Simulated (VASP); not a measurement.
## CuO (Tenorite): equation of state with PBEsol

The system is CuO (Tenorite).

```
CELL_PARAMETERS angstrom
2.34185 -1.71130 0.00000
2.34185 1.71130 0.00000
-0.85003 0.00000 5.05787
ATOMIC_POSITIONS crystal
Cu 0.50000 0.00000 0.50000
Cu 0.00000 0.50000 0.00000
O 0.41840 0.58160 0.75000
O 0.58160 0.41840 0.25000
```

```
Program             : VASP 6.6.1
Task                : equation of state
Functional          : PBEsol
Potentials or basis : VASP PAW PBE potentials, release 64 (Cu, O)
Cutoff              : 520 eV
k mesh              : 10 × 10 × 5
Occupations         : fermi-dirac, width 0.05 eV
Spin                : no spin polarisation
```

| Item | Value |
| --- | --- |
| Equilibrium volume | 10.03 Å³/atom |
| Bulk modulus at fixed shape and positions | 185 GPa |
| Pressure derivative of the bulk modulus | 4.7 |

Energy against volume, from the lowest point:
| volume (Å³/atom) | energy (meV/atom) |
| --- | --- |
| 9.527 | 15.68 |
| 9.730 | 5.04 |
| 9.932 | 0.01 |
| 10.135 | 0.00 |
| 10.338 | 4.44 |
| 10.540 | 12.86 |
| 10.743 | 24.83 |

All runs of the series together: 10 min on 1 thread of AMD EPYC 9R45 (Zen 5), with other jobs on the host.

Caveat: the cell was scaled at fixed shape and fractional positions, which overstates the stiffness of a crystal with free parameters, most of all of layers and chains; the PAW data sets were made with another functional, which shifts forces and pressure a little; the run has no spin polarisation, though such a crystal can be magnetic.
